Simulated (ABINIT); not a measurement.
# Beyond one shot: LiBr (Fm-3m), part 2 of 3

Wanted: G0W0 and self-consistent gaps of LiBr (Fm-3m), with the cost of the cycles.

ABINIT 10.8.3; PBE and many-body steps on it, plane waves. Known limits of the many-body steps: not at the basis limit; no spin-orbit coupling; coarse k mesh.

So far. Step 5 (evGW0, cycle 1): Against G0W0 in ABINIT (4×4×4 mesh, 225 bands, screening to 228.6 eV, Godby-Needs plasmon pole), the gap moves by +0.496 eV. This first cycle still uses the starting levels; it takes the full correction, at all points of the mesh, and its linearised value is 7.116 eV. Step 6 (evGW0, cycle 2): Against the cycle before, the gap moves by −0.168 eV.

**7. evGW0, cycle 3**

Level of this step: evGW0 on PBE, plane waves, norm-conserving pseudopotentials (ABINIT).

run.abi reads:

```
acell 3*1.0 Angstrom
rprim 
  0.000000000000 2.750650000000 2.750650000000
  2.750650000000 0.000000000000 2.750650000000
  2.750650000000 2.750650000000 0.000000000000
ntypat 2
znucl 3 35
natom 2
typat 1 2
xred 
  0.000000000000 0.000000000000 0.000000000000
  0.500000000000 0.500000000000 0.500000000000
pp_dirpath "pseudos"
pseudos "Li.upf, Br.upf"
ecut 33
ngkpt 4 4 4
nshiftk 1
shiftk 0 0 0
kptopt 1
chksymbreak 0
istwfk *1
occopt 1
irdwfk 1
optdriver 4
nband 225
gwcalctyp 10
ecutsigx 33
symsigma 1
nkptgw 8
kptgw 
  0.0000000000 0.0000000000 0.0000000000
  0.2500000000 0.0000000000 0.0000000000
  0.5000000000 0.0000000000 0.0000000000
  0.2500000000 0.2500000000 0.0000000000
  0.5000000000 0.2500000000 0.0000000000
  -0.2500000000 0.2500000000 0.0000000000
  0.5000000000 0.5000000000 0.0000000000
  -0.2500000000 0.5000000000 0.2500000000
bdgw 
  1 15
  1 15
  1 15
  1 15
  1 15
  1 15
  1 15
  1 15
ecuteps 8.4
irdscr 1
ppmodel 1
irdqps 1
indata_prefix "in"
outdata_prefix "out"
tmpdata_prefix "tmp"
```

Started as:

```
OMP_NUM_THREADS=1 mpirun -n 4 abinit run.abi > log
```

Output:

```text
.Version 10.8.3 of ABINIT. v10.8.2 released Aug 2026.

 Symmetries : space group Fm -3 m (#225); Bravais cF (face-center cubic)
[... echo of the input left out ...]
== DATASET  1 ==================================================================
-   mpi_nproc: 4, omp_nthreads: 1 (-1 if OMP is not activated)

--- !DatasetInfo
iteration_state: {dtset: 1, }
dimensions: {natom: 2, nkpt: 8, mband: 225, nsppol: 1, nspinor: 1, nspden: 1, mpw: 2637, }
cutoff_energies: {ecut:  33.0, pawecutdg:  -1.0, }
[...]
.  kptgw no:  3; Maximum DeltaE = (   0.348   0.025) for band index:  2
[...]
.  kptgw no:  7; Maximum DeltaE = (   0.128   0.002) for band index:  2
.  kptgw no:  8; Maximum DeltaE = (   0.196  -0.019) for band index:  2

== END DATASET(S) ==============================================================
================================================================================

 -outvars: echo values of variables after computation  --------
           etotal      0.0000000000E+00
            nband         225
             nkpt           8
          spgroup         225
 [... the other variables as echoed above ...]

 Calculation completed.
```

Run time: 11 min. Hardware: 4 MPI ranks of Arm Neoverse V1, shared host; peak memory 1.6 GiB; 46 min of CPU time.

This step gave:

```
quasiparticle gap on the mesh                         : 7.461 eV
gap of the density functional on the mesh             : 4.938 eV
k of the valence top                                  : 0, 0, 0
k of the conduction bottom                            : 0, 0, 0
least direct quasiparticle gap on the computed points : 7.461 eV
```

Against the cycle before, the gap moves by +0.017 eV.

**8. evGW0, cycle 4**

run.abi is that of step 7.

Output:

```text
.Version 10.8.3 of ABINIT. v10.8.2 released Aug 2026.

 Symmetries : space group Fm -3 m (#225); Bravais cF (face-center cubic)
[... echo of the input left out ...]
== DATASET  1 ==================================================================
-   mpi_nproc: 4, omp_nthreads: 1 (-1 if OMP is not activated)

--- !DatasetInfo
iteration_state: {dtset: 1, }
dimensions: {natom: 2, nkpt: 8, mband: 225, nsppol: 1, nspinor: 1, nspden: 1, mpw: 2637, }
cutoff_energies: {ecut:  33.0, pawecutdg:  -1.0, }
[...]
.  kptgw no:  3; Maximum DeltaE = (  -0.252  -0.043) for band index:  2
[...]
.  kptgw no:  7; Maximum DeltaE = (  -0.071  -0.017) for band index:  2
.  kptgw no:  8; Maximum DeltaE = (  -0.090   0.001) for band index:  2

== END DATASET(S) ==============================================================
================================================================================

 -outvars: echo values of variables after computation  --------
           etotal      0.0000000000E+00
            nband         225
             nkpt           8
          spgroup         225
 [... the other variables as echoed above ...]

 Calculation completed.
```

Elapsed: 11 min, on 4 MPI ranks; peak memory 1.6 GiB.

This step gave:

| Property | Result |
| --- | --- |
| quasiparticle gap on the mesh | 7.456 eV |
| gap of the density functional on the mesh | 4.938 eV |
| k of the valence top | 0, 0, 0 |
| k of the conduction bottom | 0, 0, 0 |
| least direct quasiparticle gap on the computed points | 7.456 eV |

Against the cycle before, the gap moves by −0.005 eV.

**9. Screening, 4×4×4 mesh, 225 bands, screening to 228.6 eV**

This step: RPA screening on PBE, plane waves, norm-conserving pseudopotentials.

run.abi reads:

```
acell 3*1.0 Angstrom
rprim 
  0.000000000000 2.750650000000 2.750650000000
  2.750650000000 0.000000000000 2.750650000000
  2.750650000000 2.750650000000 0.000000000000
ntypat 2
znucl 3 35
natom 2
typat 1 2
xred 
  0.000000000000 0.000000000000 0.000000000000
  0.500000000000 0.500000000000 0.500000000000
pp_dirpath "pseudos"
pseudos "Li.upf, Br.upf"
ecut 33
ngkpt 4 4 4
nshiftk 1
shiftk 0 0 0
kptopt 1
chksymbreak 0
istwfk *1
occopt 1
irdwfk 1
optdriver 3
nband 225
ecuteps 8.4
inclvkb 2
awtr 1
symchi 1
gwcalctyp 10
mbpt_sciss 2.678 eV
nqptdm 1
qptdm 
  0 0 0
indata_prefix "in"
outdata_prefix "out"
tmpdata_prefix "tmp"
```

Output:

```text
.Version 10.8.3 of ABINIT. v10.8.2 released Aug 2026.

 Symmetries : space group Fm -3 m (#225); Bravais cF (face-center cubic)
[... echo of the input left out ...]
== DATASET  1 ==================================================================
-   mpi_nproc: 4, omp_nthreads: 1 (-1 if OMP is not activated)

--- !DatasetInfo
iteration_state: {dtset: 1, }
dimensions: {natom: 2, nkpt: 8, mband: 225, nsppol: 1, nspinor: 1, nspden: 1, mpw: 2637, }
cutoff_energies: {ecut:  33.0, pawecutdg:  -1.0, }
electrons: {nelect:   1.00000000E+01, charge:   0.00000000E+00, occopt:   1.00000000E+00, tsmear:   1.00000000E-02, }

 SCREENING: Calculation of the susceptibility and dielectric matrices

 Based on a program developped by R.W. Godby, V. Olevano, G. Onida, and L. Reining.
 Incorporated in ABINIT by V. Olevano, G.-M. Rignanese, and M. Torrent.
.Using double precision arithmetic ; gwpc =  8

[... cell and pseudopotentials left out ...]
--------------------------------------------------------------------------------

 ==== K-mesh for the wavefunctions ====
 Number of points in the irreducible wedge :     8
[... list of points left out ...]
 Together with 48 symmetry operations and time-reversal symmetry
 yields    64 points in the full Brillouin Zone.

 ==== Q-mesh for the screening function ====
 Number of points in the irreducible wedge :     8
[... list of points left out ...]
 Together with 48 symmetry operations and time-reversal symmetry
 yields    64 points in the full Brillouin Zone.

 setmesh: FFT mesh size selected  =    30x   30x   30
          total number of points  =        27000

 vcoul_init : cutoff-mode = AUXILIARY_FUNCTION
 q-points for optical limit:   1
     1)      0.000010    0.000020    0.000030

 Dielectric matrix will be calculated only for some
 selected q points provided by the user through the input variables
 nqptdm and qptdm

- screening: taking advantage of time-reversal symmetry
- Maximum band index for partially occupied states nbvw = 5
- Remaining bands to be divided among processors   nbcw = 220
- Number of bands treated by each node ~55

 rdqps: reading QP wavefunctions of the previous step
        looking for file in_QPS
 file not found, 1st iteration initialized with KS eigenelements

 screening : performing a first self-consistency
 update of the energies in W by a scissor operator
 applying a scissor operator of [eV] :   2.678

 Number of electrons calculated from density =   10.0000; Expected =   10.0000
 average of density, n =  0.035601
 r_s =    1.8857
 omega_plasma =   18.2008 [eV]

 calculating chi0 at frequencies [eV] :
  1    0.000000E+00    0.000000E+00
  2    0.000000E+00    1.820075E+01

--------------------------------------------------------------------------------
  q-point number  1        q = ( 0.000000, 0.000000, 0.000000) [r.l.u.]
--------------------------------------------------------------------------------
[... chi0 elements left out ...]
 For q-point:  0.000010 0.000020 0.000030
  dielectric constant =   2.8109
  dielectric constant without local fields =   3.2282

  Average fulfillment of the sum rule on Im[epsilon] for q-point    1 :    102.51  [%]
[... wings left out ...]
== END DATASET(S) ==============================================================
================================================================================

 -outvars: echo values of variables after computation  --------
           etotal      0.0000000000E+00
            nband         225
             nkpt           8
          spgroup         225
 [... the other variables as echoed above ...]

 Calculation completed.
```

Wall time 5.7 s (4 MPI ranks); peak memory 0.71 GiB; 22 s of CPU time.

This step gave:

```
ε∞ with local fields, on this mesh, along the program's q direction : 2.811
the same without local fields                                       : 3.228
plasma frequency                                                    : 18.20 eV
plane waves in the screening matrix                                 : 331
```

This screening uses the functional's bands under a rigid shift, the mean opening of the cycle before.

**10. Screening, 4×4×4 mesh, 225 bands, screening to 228.6 eV**

This step: RPA screening on PBE from quasiparticle energies, plane waves, norm-conserving pseudopotentials.

run.abi, as its differences from that of step 9:

```diff
@@ -29,7 +29,13 @@
 symchi 1
+irdqps 1
 gwcalctyp 10
-mbpt_sciss 2.678 eV
-nqptdm 1
+nqptdm 7
 qptdm 
-  0 0 0
+  0.2500000000 0.0000000000 0.0000000000
+  0.5000000000 0.0000000000 0.0000000000
+  0.2500000000 0.2500000000 0.0000000000
+  0.5000000000 0.2500000000 0.0000000000
+  -0.2500000000 0.2500000000 0.0000000000
+  0.5000000000 0.5000000000 0.0000000000
+  -0.2500000000 0.5000000000 0.2500000000
 indata_prefix "in"
```

mrgscr.stdin reads:

```
2
merged
q0_SCR
out_SCR
1
```

Started as:

```
OMP_NUM_THREADS=1 mpirun -n 4 abinit run.abi > log; mrgscr < mrgscr.stdin
```

Output:

```text
.Version 10.8.3 of ABINIT. v10.8.2 released Aug 2026.

 Symmetries : space group Fm -3 m (#225); Bravais cF (face-center cubic)
[... echo of the input left out ...]
== DATASET  1 ==================================================================
-   mpi_nproc: 4, omp_nthreads: 1 (-1 if OMP is not activated)

--- !DatasetInfo
iteration_state: {dtset: 1, }
dimensions: {natom: 2, nkpt: 8, mband: 225, nsppol: 1, nspinor: 1, nspden: 1, mpw: 2637, }
cutoff_energies: {ecut:  33.0, pawecutdg:  -1.0, }
[...]
q-point number  1        q = ( 0.250000, 0.000000, 0.000000) [r.l.u.]
--------------------------------------------------------------------------------
[... chi0 elements left out ...]
  Average fulfillment of the sum rule on Im[epsilon] for q-point    2 :    116.05  [%]

--------------------------------------------------------------------------------
  q-point number  2        q = ( 0.500000, 0.000000, 0.000000) [r.l.u.]
--------------------------------------------------------------------------------
[... chi0 elements left out ...]
  Average fulfillment of the sum rule on Im[epsilon] for q-point    3 :    109.55  [%]

 [... 5 further q-points ...]
```

Wall time 34 s (4 MPI ranks); peak memory 1.2 GiB; 2.3 min of CPU time.

Numbers from this step:

```
plasma frequency                    : 18.20 eV
plane waves in the screening matrix : 331
```

This screening reads the quasiparticle levels of the cycle before.

**11. evGW, cycle 1**

This step: evGW on PBE, plane waves, norm-conserving pseudopotentials.

run.abi, as its differences from that of step 10:

```diff
@@ -23,12 +23,10 @@
 irdwfk 1
-optdriver 3
+optdriver 4
 nband 225
-ecuteps 8.4
-inclvkb 2
-awtr 1
-symchi 1
-irdqps 1
 gwcalctyp 10
-nqptdm 7
-qptdm 
+ecutsigx 33
+symsigma 1
+nkptgw 8
+kptgw 
+  0.0000000000 0.0000000000 0.0000000000
   0.2500000000 0.0000000000 0.0000000000
@@ -40,2 +38,15 @@
   -0.2500000000 0.5000000000 0.2500000000
+bdgw 
+  1 15
+  1 15
+  1 15
+  1 15
+  1 15
+  1 15
+  1 15
+  1 15
+ecuteps 8.4
+irdscr 1
+ppmodel 1
+irdqps 1
 indata_prefix "in"
```

Started as:

```
OMP_NUM_THREADS=1 mpirun -n 4 abinit run.abi > log
```

Output:

```text
.Version 10.8.3 of ABINIT. v10.8.2 released Aug 2026.

 Symmetries : space group Fm -3 m (#225); Bravais cF (face-center cubic)
[... echo of the input left out ...]
== DATASET  1 ==================================================================
-   mpi_nproc: 4, omp_nthreads: 1 (-1 if OMP is not activated)

--- !DatasetInfo
iteration_state: {dtset: 1, }
dimensions: {natom: 2, nkpt: 8, mband: 225, nsppol: 1, nspinor: 1, nspden: 1, mpw: 2637, }
cutoff_energies: {ecut:  33.0, pawecutdg:  -1.0, }
[...]
.  kptgw no:  3; Maximum DeltaE = (  -0.702  -0.019) for band index:  2
[...]
.  kptgw no:  7; Maximum DeltaE = (  -0.696  -0.028) for band index:  2
.  kptgw no:  8; Maximum DeltaE = (  -0.745  -0.022) for band index:  2

== END DATASET(S) ==============================================================
================================================================================

 -outvars: echo values of variables after computation  --------
           etotal      0.0000000000E+00
            nband         225
             nkpt           8
          spgroup         225
 [... the other variables as echoed above ...]

 Calculation completed.
```

It took 11 min on 4 MPI ranks; peak memory 1.6 GiB.

This step gave:

| Quantity | Value |
| --- | --- |
| quasiparticle gap on the mesh | 7.954 eV |
| gap of the density functional on the mesh | 4.938 eV |
| k of the valence top | 0, 0, 0 |
| k of the conduction bottom | 0, 0, 0 |
| least direct quasiparticle gap on the computed points | 7.954 eV |

Against G0W0 in ABINIT (4×4×4 mesh, 225 bands, screening to 228.6 eV, Godby-Needs plasmon pole), the gap moves by +0.838 eV.

**12. Screening, 4×4×4 mesh, 225 bands, screening to 228.6 eV**

This step: RPA screening on PBE, plane waves, norm-conserving pseudopotentials.

run.abi reads:

```
acell 3*1.0 Angstrom
rprim 
  0.000000000000 2.750650000000 2.750650000000
  2.750650000000 0.000000000000 2.750650000000
  2.750650000000 2.750650000000 0.000000000000
ntypat 2
znucl 3 35
natom 2
typat 1 2
xred 
  0.000000000000 0.000000000000 0.000000000000
  0.500000000000 0.500000000000 0.500000000000
pp_dirpath "pseudos"
pseudos "Li.upf, Br.upf"
ecut 33
ngkpt 4 4 4
nshiftk 1
shiftk 0 0 0
kptopt 1
chksymbreak 0
istwfk *1
occopt 1
irdwfk 1
optdriver 3
nband 225
ecuteps 8.4
inclvkb 2
awtr 1
symchi 1
gwcalctyp 10
mbpt_sciss 3.205 eV
nqptdm 1
qptdm 
  0 0 0
indata_prefix "in"
outdata_prefix "out"
tmpdata_prefix "tmp"
```

Output:

```text
.Version 10.8.3 of ABINIT. v10.8.2 released Aug 2026.

 Symmetries : space group Fm -3 m (#225); Bravais cF (face-center cubic)
[... echo of the input left out ...]
== DATASET  1 ==================================================================
-   mpi_nproc: 4, omp_nthreads: 1 (-1 if OMP is not activated)

--- !DatasetInfo
iteration_state: {dtset: 1, }
dimensions: {natom: 2, nkpt: 8, mband: 225, nsppol: 1, nspinor: 1, nspden: 1, mpw: 2637, }
cutoff_energies: {ecut:  33.0, pawecutdg:  -1.0, }
[...]
[... chi0 elements left out ...]
 For q-point:  0.000010 0.000020 0.000030
  dielectric constant =   2.7363
  dielectric constant without local fields =   3.1274

  Average fulfillment of the sum rule on Im[epsilon] for q-point    1 :    103.82  [%]
[... wings left out ...]
== END DATASET(S) ==============================================================
================================================================================

 -outvars: echo values of variables after computation  --------
           etotal      0.0000000000E+00
            nband         225
             nkpt           8
          spgroup         225
 [... the other variables as echoed above ...]

 Calculation completed.
```

Run time: 5.5 s. Hardware: 4 MPI ranks; peak memory 0.72 GiB.

This step gave:

| Property | Result |
| --- | --- |
| ε∞ with local fields, on this mesh, along the program's q direction | 2.736 |
| the same without local fields | 3.127 |
| plasma frequency | 18.20 eV |
| plane waves in the screening matrix | 331 |

This screening uses the functional's bands under a rigid shift, the mean opening of the cycle before.

**13. Screening, 4×4×4 mesh, 225 bands, screening to 228.6 eV**

This step: RPA screening on PBE from quasiparticle energies, plane waves, norm-conserving pseudopotentials.

run.abi, as its differences from that of step 12:

```diff
@@ -29,7 +29,13 @@
 symchi 1
+irdqps 1
 gwcalctyp 10
-mbpt_sciss 3.205 eV
-nqptdm 1
+nqptdm 7
 qptdm 
-  0 0 0
+  0.2500000000 0.0000000000 0.0000000000
+  0.5000000000 0.0000000000 0.0000000000
+  0.2500000000 0.2500000000 0.0000000000
+  0.5000000000 0.2500000000 0.0000000000
+  -0.2500000000 0.2500000000 0.0000000000
+  0.5000000000 0.5000000000 0.0000000000
+  -0.2500000000 0.5000000000 0.2500000000
 indata_prefix "in"
```

mrgscr.stdin is that of step 10.

Started as:

```
OMP_NUM_THREADS=1 mpirun -n 4 abinit run.abi > log; mrgscr < mrgscr.stdin
```

Output:

```text
.Version 10.8.3 of ABINIT. v10.8.2 released Aug 2026.

 Symmetries : space group Fm -3 m (#225); Bravais cF (face-center cubic)
[... echo of the input left out ...]
== DATASET  1 ==================================================================
-   mpi_nproc: 4, omp_nthreads: 1 (-1 if OMP is not activated)

--- !DatasetInfo
iteration_state: {dtset: 1, }
dimensions: {natom: 2, nkpt: 8, mband: 225, nsppol: 1, nspinor: 1, nspden: 1, mpw: 2637, }
cutoff_energies: {ecut:  33.0, pawecutdg:  -1.0, }
[...]
q-point number  1        q = ( 0.250000, 0.000000, 0.000000) [r.l.u.]
--------------------------------------------------------------------------------
[... chi0 elements left out ...]
  Average fulfillment of the sum rule on Im[epsilon] for q-point    2 :    119.27  [%]

--------------------------------------------------------------------------------
  q-point number  2        q = ( 0.500000, 0.000000, 0.000000) [r.l.u.]
--------------------------------------------------------------------------------
[... chi0 elements left out ...]
  Average fulfillment of the sum rule on Im[epsilon] for q-point    3 :    111.92  [%]

 [... 5 further q-points ...]
```

Run time: 33 s. Hardware: 4 MPI ranks; peak memory 1.2 GiB.

Numbers from this step:

```yaml
plasma_frequency: 18.20 eV
plane_waves_in_the_screening_matrix: 331
```

This screening reads the quasiparticle levels of the cycle before.

**14. evGW, cycle 2**

This step: evGW on PBE, plane waves, norm-conserving pseudopotentials.

run.abi, as its differences from that of step 13:

```diff
@@ -23,12 +23,10 @@
 irdwfk 1
-optdriver 3
+optdriver 4
 nband 225
-ecuteps 8.4
-inclvkb 2
-awtr 1
-symchi 1
-irdqps 1
 gwcalctyp 10
-nqptdm 7
-qptdm 
+ecutsigx 33
+symsigma 1
+nkptgw 8
+kptgw 
+  0.0000000000 0.0000000000 0.0000000000
   0.2500000000 0.0000000000 0.0000000000
@@ -40,2 +38,15 @@
   -0.2500000000 0.5000000000 0.2500000000
+bdgw 
+  1 15
+  1 15
+  1 15
+  1 15
+  1 15
+  1 15
+  1 15
+  1 15
+ecuteps 8.4
+irdscr 1
+ppmodel 1
+irdqps 1
 indata_prefix "in"
```

Started as:

```
OMP_NUM_THREADS=1 mpirun -n 4 abinit run.abi > log
```

Output:

```text
.Version 10.8.3 of ABINIT. v10.8.2 released Aug 2026.

 Symmetries : space group Fm -3 m (#225); Bravais cF (face-center cubic)
[... echo of the input left out ...]
== DATASET  1 ==================================================================
-   mpi_nproc: 4, omp_nthreads: 1 (-1 if OMP is not activated)

--- !DatasetInfo
iteration_state: {dtset: 1, }
dimensions: {natom: 2, nkpt: 8, mband: 225, nsppol: 1, nspinor: 1, nspden: 1, mpw: 2637, }
cutoff_energies: {ecut:  33.0, pawecutdg:  -1.0, }
[...]
.  kptgw no:  3; Maximum DeltaE = (  -0.060   0.015) for band index:  1
[...]
.  kptgw no:  7; Maximum DeltaE = (  -0.068   0.012) for band index:  1
.  kptgw no:  8; Maximum DeltaE = (   0.055   0.005) for band index: 13

== END DATASET(S) ==============================================================
================================================================================

 -outvars: echo values of variables after computation  --------
           etotal      0.0000000000E+00
            nband         225
             nkpt           8
          spgroup         225
 [... the other variables as echoed above ...]

 Calculation completed.
```

Wall time 11 min (4 MPI ranks); peak memory 1.6 GiB; 46 min of CPU time.

This step gave:

```yaml
quasiparticle_gap_on_the_mesh: 8.03 eV
gap_of_the_density_functional_on_the_mesh: 4.938 eV
k_of_the_valence_top: 0, 0, 0
k_of_the_conduction_bottom: 0, 0, 0
least_direct_quasiparticle_gap_on_the_computed_points: 8.03 eV
```

Against the cycle before, the gap moves by +0.076 eV.

[end of part 2 of 3]

[Paths, hosts, dates, memory and timing lines, banners, echoed tables and standing remarks are left out of the program output.]

[Logs are printed without paths, hosts, clocks, repeated set-up lines and the standing remarks that a program may print on its own settings, such as how far it seeks lower states.]

[Runs of the session that timed out or met a known fault of the program may be left out.]

[Hosts, paths, dates, database ids (printed as entryN), source tags and the programs' standing remarks are cut or masked in the printed files.]

[G0W0 gaps are taken among the corrected bands and points alone; a level outside them can change the order at an edge.]

[Where Ansatz stands beside ABINIT at settings called matched, ABINIT's density can come from a denser mesh and the files from another edition; pairs whose starting gaps differed by over 0.03 eV were left out, so agreement reads better than it is.]
